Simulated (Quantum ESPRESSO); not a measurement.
# WC (Qusongite) (P-6m2) in Quantum ESPRESSO: notebook

The runs below take WC (Qusongite) through band structure, with PBE, LDA.

All numbers are computed with Quantum ESPRESSO 7.5; they aren't measurements. Logs are shortened: lines on timing, memory, paths and dates and some standing lists are left out, and cuts for length are marked.

**1. The crystal as given**

Symmetry: P-6m2, No. 187, hexagonal system. The conventional cell has a = 2.907 Å, b = 2.907 Å, c = 2.837 Å, α = 90.00°, β = 90.00°, γ = 120.00°. W (site symmetry -6m2) has 6 C at 2.20 Å as nearest neighbours. C (site symmetry -6m2) has 6 W at 2.20 Å as nearest neighbours.

**2. Band structure, PBE**

pw.in

```
&CONTROL
  calculation = 'scf'
  prefix = 'pwscf'
  outdir = './tmp'
  pseudo_dir = './pseudo'
  tprnfor = .true.
  tstress = .true.
  disk_io = 'low'
/
&SYSTEM
  ibrav = 0
  celldm(1) = 8
  nat = 2
  ntyp = 2
  ecutwfc = 82
  nbnd = 15
  occupations = 'smearing'
  smearing = 'fd'
  degauss = 0.00367493
/
&ELECTRONS
  conv_thr = 4d-10
  electron_maxstep = 120
  mixing_beta = 0.5
/
ATOMIC_SPECIES
W    183.8400 W.upf
C     12.0110 C.upf
CELL_PARAMETERS alat
  0.6865611226531   0.0000000000000   0.0000000000000
 -0.3432805613266   0.5945793734685   0.0000000000000
  0.0000000000000   0.0000000000000   0.6700496406392
ATOMIC_POSITIONS crystal
W      0.0000000000    0.0000000000    0.0000000000
C      0.6666666667    0.3333333333    0.5000000000
K_POINTS automatic
10 10 9 0 0 0
```

pp_density.in

```
&INPUTPP
  prefix = 'pwscf'
  outdir = './tmp'
  filplot = 'density.dat'
  plot_num = 0
/
&PLOT
  nfile = 1
  filepp(1) = 'density.dat'
  iflag = 3
  output_format = 6
  fileout = 'density.cube'
/
```

pp_potential.in

```
&INPUTPP
  prefix = 'pwscf'
  outdir = './tmp'
  filplot = 'potential.dat'
  plot_num = 11
/
&PLOT
  nfile = 1
  filepp(1) = 'potential.dat'
  iflag = 3
  output_format = 6
  fileout = 'potential.cube'
/
```

pp_elf.in

```
&INPUTPP
  prefix = 'pwscf'
  outdir = './tmp'
  filplot = 'elf.dat'
  plot_num = 8
/
&PLOT
  nfile = 1
  filepp(1) = 'elf.dat'
  iflag = 3
  output_format = 6
  fileout = 'elf.cube'
/
```

bands.in

```
&CONTROL
  calculation = 'bands'
  prefix = 'pwscf'
  outdir = './tmp'
  pseudo_dir = './pseudo'
  disk_io = 'low'
  verbosity = 'high'
/
&SYSTEM
  ibrav = 0
  celldm(1) = 8
  nat = 2
  ntyp = 2
  ecutwfc = 82
  nbnd = 15
  occupations = 'smearing'
  smearing = 'fd'
  degauss = 0.00367493
/
&ELECTRONS
  conv_thr = 1d-08
  electron_maxstep = 120
  mixing_beta = 0.5
  diago_full_acc = .true.
  startingwfc = 'random'
/
ATOMIC_SPECIES
W    183.8400 W.upf
C     12.0110 C.upf
CELL_PARAMETERS alat
  0.6865611226531   0.0000000000000   0.0000000000000
 -0.3432805613266   0.5945793734685   0.0000000000000
  0.0000000000000   0.0000000000000   0.6700496406392
ATOMIC_POSITIONS crystal
W      0.0000000000    0.0000000000    0.0000000000
C      0.6666666667    0.3333333333    0.5000000000
K_POINTS crystal
60
 0.0000000000  0.0000000000  0.0000000000 1
 0.0833333333  0.0000000000  0.0000000000 1
 0.1666666667  0.0000000000  0.0000000000 1
 0.2500000000  0.0000000000  0.0000000000 1
 0.3333333333  0.0000000000  0.0000000000 1
 0.4166666667  0.0000000000  0.0000000000 1
 0.5000000000  0.0000000000  0.0000000000 1
 0.4444444444  0.1111111111  0.0000000000 1
 0.3888888889  0.2222222222  0.0000000000 1
 0.3333333333  0.3333333333  0.0000000000 1
 0.2916666667  0.2916666667  0.0000000000 1
 0.2500000000  0.2500000000  0.0000000000 1
 0.2083333333  0.2083333333  0.0000000000 1
 0.1666666667  0.1666666667  0.0000000000 1
 0.1250000000  0.1250000000  0.0000000000 1
 0.0833333333  0.0833333333  0.0000000000 1
 0.0416666667  0.0416666667  0.0000000000 1
 0.0000000000  0.0000000000  0.0000000000 1
 0.0000000000  0.0000000000  0.0833333333 1
 0.0000000000  0.0000000000  0.1666666667 1
 0.0000000000  0.0000000000  0.2500000000 1
 0.0000000000  0.0000000000  0.3333333333 1
 0.0000000000  0.0000000000  0.4166666667 1
 0.0000000000  0.0000000000  0.5000000000 1
 0.0714285714  0.0000000000  0.5000000000 1
 0.1428571429  0.0000000000  0.5000000000 1
 0.2142857143  0.0000000000  0.5000000000 1
 0.2857142857  0.0000000000  0.5000000000 1
 0.3571428571  0.0000000000  0.5000000000 1
 0.4285714286  0.0000000000  0.5000000000 1
 0.5000000000  0.0000000000  0.5000000000 1
 0.4583333333  0.0833333333  0.5000000000 1
 0.4166666667  0.1666666667  0.5000000000 1
 0.3750000000  0.2500000000  0.5000000000 1
 0.3333333333  0.3333333333  0.5000000000 1
 0.2962962963  0.2962962963  0.5000000000 1
 0.2592592593  0.2592592593  0.5000000000 1
 0.2222222222  0.2222222222  0.5000000000 1
 0.1851851852  0.1851851852  0.5000000000 1
 0.1481481481  0.1481481481  0.5000000000 1
 0.1111111111  0.1111111111  0.5000000000 1
 0.0740740741  0.0740740741  0.5000000000 1
 0.0370370370  0.0370370370  0.5000000000 1
 0.0000000000  0.0000000000  0.5000000000 1
 0.5000000000  0.0000000000  0.5000000000 1
 0.5000000000  0.0000000000  0.4285714286 1
 0.5000000000  0.0000000000  0.3571428571 1
 0.5000000000  0.0000000000  0.2857142857 1
 0.5000000000  0.0000000000  0.2142857143 1
 0.5000000000  0.0000000000  0.1428571429 1
 0.5000000000  0.0000000000  0.0714285714 1
 0.5000000000  0.0000000000  0.0000000000 1
 0.3333333333  0.3333333333  0.0000000000 1
 0.3333333333  0.3333333333  0.0714285714 1
 0.3333333333  0.3333333333  0.1428571429 1
 0.3333333333  0.3333333333  0.2142857143 1
 0.3333333333  0.3333333333  0.2857142857 1
 0.3333333333  0.3333333333  0.3571428571 1
 0.3333333333  0.3333333333  0.4285714286 1
 0.3333333333  0.3333333333  0.5000000000 1
```

Potentials or basis: PseudoDojo 0.4.1 SR PBE standard.

Command:

```sh
$ OMP_NUM_THREADS=1 pw.x -in pw.in > pw.out
$ OMP_NUM_THREADS=1 pp.x -in pp_density.in > pp_density.out
$ OMP_NUM_THREADS=1 pp.x -in pp_potential.in > pp_potential.out
$ OMP_NUM_THREADS=1 pp.x -in pp_elf.in > pp_elf.out
$ OMP_NUM_THREADS=1 pw.x -in bands.in > bands.out
```

pw.out:

```text
This program is part of the open-source Quantum ESPRESSO suite
     for quantum simulation of materials; please cite
[... 9 lines left out ...]
     --------------------
     sticks:   dense  smooth     PW     G-vecs:    dense   smooth      PW
     Sum         673     673    199                14023    14023    2327

     Using Slab Decomposition

     bravais-lattice index     =            0
     lattice parameter (alat)  =       8.0000  a.u.
     unit-cell volume          =     140.0445 (a.u.)^3
     number of atoms/cell      =            2
     number of atomic types    =            2
     number of electrons       =        18.00
     number of Kohn-Sham states=           15
     kinetic-energy cutoff     =      82.0000  Ry
     charge density cutoff     =     328.0000  Ry
     scf convergence threshold =      4.0E-10
     mixing beta               =       0.5000
     number of iterations used =            8  plain     mixing
     Exchange-correlation= PBE
                           (   1   4   3   4   0   0   0)

     celldm(1)=   8.000000  celldm(2)=   0.000000  celldm(3)=   0.000000
     celldm(4)=   0.000000  celldm(5)=   0.000000  celldm(6)=   0.000000

     crystal axes: (cart. coord. in units of alat)
               a(1) = (   0.686561   0.000000   0.000000 )
               a(2) = (  -0.343281   0.594579   0.000000 )
               a(3) = (   0.000000   0.000000   0.670050 )

     reciprocal axes: (cart. coord. in units 2 pi/alat)
               b(1) = (  1.456535  0.840931 -0.000000 )
               b(2) = (  0.000000  1.681861  0.000000 )
               b(3) = (  0.000000 -0.000000  1.492427 )

     PseudoPot. # 1 for W  read from file:
     W.upf
     Pseudo is Norm-conserving + core correction, Zval = 14.0
     Generated using ONCVPSP code by D. R. Hamann
     Using radial grid of 1396 points,  8 beta functions with:
                l(1) =   0
                l(2) =   0
                l(3) =   1
                l(4) =   1
                l(5) =   2
                l(6) =   2
                l(7) =   3
                l(8) =   3

     PseudoPot. # 2 for C  read from file:
     C.upf
     Pseudo is Norm-conserving + core correction, Zval =  4.0
     Generated using ONCVPSP code by D. R. Hamann
     Using radial grid of 1248 points,  4 beta functions with:
                l(1) =   0
                l(2) =   0
                l(3) =   1
                l(4) =   1

     atomic species   valence    mass     pseudopotential
     W                14.00   183.84000     W ( 1.00)
     C                 4.00    12.01100     C ( 1.00)

     12 Sym. Ops. (no inversion) found

   Cartesian axes

     site n.     atom                  positions (alat units)
         1        W      tau(   1) = (   0.0000000   0.0000000   0.0000000  )
         2        C      tau(   2) = (   0.3432806   0.1981931   0.3350248  )

     number of k points=    70  Fermi-Dirac smearing, width (Ry)=  0.0037
                       cart. coord. in units 2pi/alat
        k(    1) = (   0.0000000   0.0000000   0.0000000), wk =   0.0022222
        k(    2) = (   0.0000000   0.0000000   0.1658252), wk =   0.0044444
        k(    3) = (   0.0000000   0.0000000   0.3316504), wk =   0.0044444
        k(    4) = (   0.0000000   0.0000000   0.4974756), wk =   0.0044444
        k(    5) = (   0.0000000   0.0000000   0.6633008), wk =   0.0044444
        k(    6) = (   0.0000000   0.1681861   0.0000000), wk =   0.0133333
[... 62 lines left out ...]
        k(   69) = (   0.4369604   0.7568376   0.4974756), wk =   0.0266667
        k(   70) = (   0.4369604   0.7568376   0.6633008), wk =   0.0266667

     Dense  grid:    14023 G-vectors     FFT dimensions: (  32,  32,  32)

     Initial potential from superposition of free atoms

     starting charge      17.9994, renormalised to      18.0000
     Starting wfcs are   14 randomized atomic wfcs +    1 random wfcs

     Self-consistent Calculation

     iteration #  1     ecut=    82.00 Ry     beta= 0.50
     Davidson diagonalization with overlap
     ethr =  1.00E-02,  avg # of iterations =  5.0

     total energy              =    -163.59869314 Ry
     estimated scf accuracy    <       0.45106901 Ry

     iteration #  2     ecut=    82.00 Ry     beta= 0.50
     Davidson diagonalization with overlap
     ethr =  2.51E-03,  avg # of iterations =  2.0

     total energy              =    -163.73057402 Ry
     estimated scf accuracy    <       0.23622213 Ry

     iteration #  3     ecut=    82.00 Ry     beta= 0.50
     Davidson diagonalization with overlap
     ethr =  1.31E-03,  avg # of iterations =  1.0
[... 29 lines left out ...]
     total energy              =    -163.77507458 Ry
     estimated scf accuracy    <       0.00000019 Ry

     iteration #  8     ecut=    82.00 Ry     beta= 0.50
     Davidson diagonalization with overlap
     ethr =  1.04E-09,  avg # of iterations =  2.0

     total energy              =    -163.77507462 Ry
     estimated scf accuracy    <          4.3E-09 Ry

     iteration #  9     ecut=    82.00 Ry     beta= 0.50
     Davidson diagonalization with overlap
     ethr =  2.39E-11,  avg # of iterations =  3.9

     End of self-consistent calculation

          k = 0.0000 0.0000 0.0000 (  1737 PWs)   bands (ev):

   -53.4698 -17.4544 -17.3467 -17.3467   6.0852  16.2367  17.2038  17.2038
    20.6130  23.7800  23.7800  26.1476  26.1476  26.9196  34.8575

          k = 0.0000 0.0000 0.1658 (  1761 PWs)   bands (ev):

   -53.4651 -17.5454 -17.3388 -17.3388   6.3845  16.0613  17.3395  17.3395
    20.6114  22.8699  22.8699  26.6218  26.6218  27.1533  35.5227

          k = 0.0000 0.0000 0.3317 (  1737 PWs)   bands (ev):

   -53.4530 -17.7703 -17.3190 -17.3190   7.2204  15.2381  17.7111  17.7111
    21.1885  21.4867  21.4867  26.6302  26.6302  27.7511  36.5868

          k = 0.0000 0.0000 0.4975 (  1732 PWs)   bands (ev):

   -53.4393 -18.0173 -17.2963 -17.2963   8.4403  13.7822  18.1832  18.1832
    20.4566  20.4566  22.6069  25.8825  25.8825  28.6546  35.3219
[... 93 lines left out ...]
   -53.4009 -18.0400 -17.6455 -17.4870   9.3187  13.6659  16.4668  17.9360
    19.0582  23.6399  24.2785  26.9676  27.0308  31.8388  33.9283

          k = 0.0000 0.6727 0.4975 (  1758 PWs)   bands (ev):

   -53.3876 -18.0034 -17.8745 -17.4605   9.3839  13.7477  16.6354  16.9690
    19.7571  23.9770  24.2978  27.3592  28.3672  31.4927  34.5342

          k = 0.0000 0.6727 0.6633 (  1762 PWs)   bands (ev):

   -53.3788 -18.0211 -17.9783 -17.4432   9.3320  14.0209  16.4438  16.5731
    20.0109  24.1910  25.4242  27.0450  29.1952  31.5362  33.9453

          k = 0.0000-0.8409 0.0000 (  1770 PWs)   bands (ev):

   -53.4117 -18.1582 -17.5370 -17.3432   9.4320  13.5051  16.9162  16.9795
    20.0664  22.8928  25.0775  25.4163  27.3989  30.2013  33.3406

          k = 0.0000-0.8409 0.1658 (  1768 PWs)   bands (ev):

   -53.4071 -18.1451 -17.5278 -17.4263   9.5090  13.4248  16.3133  18.0852
    19.1939  23.6868  25.0886  25.3917  27.1431  30.8362  33.3917

          k = 0.0000-0.8409 0.3317 (  1762 PWs)   bands (ev):

   -53.3954 -18.1118 -17.6324 -17.5044   9.5800  13.3196  16.3909  17.8664
    19.3091  24.3955  24.4555  26.6153  27.0816  31.5167  33.8622

          k = 0.0000-0.8409 0.4975 (  1744 PWs)   bands (ev):

   -53.3821 -18.0736 -17.8598 -17.4776   9.4477  13.5582  16.5722  16.8355
    20.3031  24.4103  24.7936  27.2390  28.2616  31.2781  34.5557

          k = 0.0000-0.8409 0.6633 (  1748 PWs)   bands (ev):

   -53.3734 -18.0485 -18.0044 -17.4600   9.2701  13.9985  16.2872  16.4044
    20.7747  24.9577  25.5160  27.2448  29.5133  30.7919  33.3905

          k = 0.1457 0.2523 0.0000 (  1752 PWs)   bands (ev):

   -53.4543 -17.5678 -17.4248 -17.4045   6.8349  15.8179  17.0031  17.8741
    19.0628  23.4584  24.8851  25.5971  25.6778  28.8405  34.2291

          k = 0.1457 0.2523 0.1658 (  1744 PWs)   bands (ev):

   -53.4496 -17.5606 -17.5115 -17.3963   7.0989  15.9750  16.7547  17.8711
    18.9912  22.5006  24.4900  25.9435  26.5387  29.1553  34.0319

          k = 0.1457 0.2523 0.3317 (  1739 PWs)   bands (ev):

   -53.4376 -17.7348 -17.5334 -17.3753   7.8173  15.5438  16.5553  17.9676
    19.2763  21.3398  23.7507  26.3313  27.2190  29.7874  34.2379
[... 173 lines left out ...]
   -53.3892 -17.9452 -17.7866 -17.6176   9.9119  14.6422  15.6752  16.2250
    19.6753  23.4440  25.1942  25.9335  28.5666  32.9001  34.6454

          k = 0.4370 0.7568 0.4975 (  1764 PWs)   bands (ev):

   -53.3759 -17.9101 -17.8428 -17.7543   9.7214  13.9662  15.3939  17.3879
    19.7343  24.2974  26.4176  27.3947  28.4849  31.1263  33.8556

          k = 0.4370 0.7568 0.6633 (  1766 PWs)   bands (ev):

   -53.3673 -17.9863 -17.8868 -17.7331   9.5747  13.5315  15.1065  18.6356
    19.8015  24.9900  26.8463  27.6402  30.0240  30.0833  32.4368

     the Fermi energy is    20.5416 ev

!    total energy              =    -163.77507462 Ry
     estimated scf accuracy    <          3.0E-10 Ry
     smearing contrib. (-TS)   =      -0.00013963 Ry
     internal energy E=F+TS    =    -163.77493499 Ry

     The total energy is F=E-TS. E is the sum of the following terms:
     one-electron contribution =     -11.73117029 Ry
     hartree contribution      =      17.47021664 Ry
     xc contribution           =     -37.49133268 Ry
     ewald contribution        =    -132.02264865 Ry

     convergence has been achieved in   9 iterations

     Forces acting on atoms (cartesian axes, Ry/au):

     atom    1 type  1   force =     0.00000000    0.00000000    0.00000000
     atom    2 type  2   force =    -0.00000000   -0.00000000    0.00000000

     Total force =     0.000000     Total SCF correction =     0.000000

     Computing stress (Cartesian axis) and pressure

          total   stress  (Ry/bohr**3)                   (kbar)     P=       57.20
   0.00040495   0.00000000   0.00000000           59.57        0.00        0.00
   0.00000000   0.00040495  -0.00000000            0.00       59.57       -0.00
  -0.00000000   0.00000000   0.00035656           -0.00        0.00       52.45

=------------------------------------------------------------------------------=
   JOB DONE.
=------------------------------------------------------------------------------=
```

Wall time 48 s (1 thread of AMD EPYC 7R43 (Zen 3), shared host); peak memory 0.09 GiB.

Results:

```
Free energy            : -2228.2734 eV
Pressure               : 5.7 GPa
Band gap on the k mesh : none (metal or under the smearing width)
```

Levels at the corners of the path, in eV from the Fermi level:
```
point  band 6  band 7  band 8  band 9  band 10  band 11  band 12  band 13
    Γ   -4.30   -3.34   -3.34    0.07     3.24     3.24     5.61     5.61
    M   -7.04   -3.63   -3.56   -0.48     2.35     4.54     4.87     6.86
    K   -6.57   -4.56   -3.46    0.63     0.98     2.05     3.22     9.18
    Γ   -4.30   -3.34   -3.34    0.07     3.24     3.24     5.61     5.61
    A   -8.65   -2.02   -2.02   -0.58    -0.58     3.65     4.53     4.53
    L   -6.46   -4.32   -4.19    0.29     4.44     5.30     6.64     9.17
    H   -7.22   -5.40   -1.63   -0.65     4.40     6.38     7.59     9.14
    A   -8.65   -2.02   -2.02   -0.58    -0.58     3.65     4.53     4.53
    L   -6.46   -4.32   -4.19    0.29     4.44     5.30     6.64     9.17
    M   -7.04   -3.63   -3.56   -0.48     2.35     4.54     4.87     6.86
    K   -6.57   -4.56   -3.46    0.63     0.98     2.05     3.22     9.18
    H   -7.22   -5.40   -1.63   -0.65     4.40     6.38     7.59     9.14
```

Caveat: spin-orbit coupling is left out, which moves the levels of the heavy elements.

**3. Band structure, LDA**

pw.in is that of step 2.

bands.in is that of step 2.

Potentials or basis: PseudoDojo 0.4.1 SR LDA standard.

Command:

```sh
$ OMP_NUM_THREADS=1 pw.x -in pw.in > pw.out
$ OMP_NUM_THREADS=1 pw.x -in bands.in > bands.out
```

Run time: 45 s. Hardware: 1 thread of AMD EPYC 7R43 (Zen 3), shared host; peak memory 0.09 GiB.

The run converged. Its results:

* Free energy: -2230.6905 eV
* Pressure: -10.5 GPa
* Band gap on the k mesh: none (metal or under the smearing width)

Stress tensor (GPa, compression positive):
```
 -9.66   0.00   0.00
  0.00  -9.66   0.00
  0.00   0.00 -12.25
```

Levels at the corners of the path, in eV from the Fermi level:
```tsv
point	band 6	band 7	band 8	band 9	band 10	band 11	band 12	band 13
Γ	-4.29	-3.32	-3.32	0.11	3.20	3.20	5.60	5.60
M	-6.97	-3.61	-3.55	-0.43	2.32	4.52	4.86	6.84
K	-6.55	-4.50	-3.45	0.60	0.99	2.05	3.25	9.14
Γ	-4.29	-3.32	-3.32	0.11	3.20	3.20	5.60	5.60
A	-8.61	-2.01	-2.01	-0.59	-0.59	3.65	4.52	4.52
L	-6.42	-4.31	-4.11	0.35	4.42	5.29	6.70	9.14
H	-7.19	-5.35	-1.56	-0.62	4.39	6.44	7.57	9.08
A	-8.61	-2.01	-2.01	-0.59	-0.59	3.65	4.52	4.52
L	-6.42	-4.31	-4.11	0.35	4.42	5.29	6.70	9.14
M	-6.97	-3.61	-3.55	-0.43	2.32	4.52	4.86	6.84
K	-6.55	-4.50	-3.45	0.60	0.99	2.05	3.25	9.14
H	-7.19	-5.35	-1.56	-0.62	4.39	6.44	7.57	9.08
```

Caveat: some levels on the path didn't converge; spin-orbit coupling is left out, which moves the levels of the heavy elements.
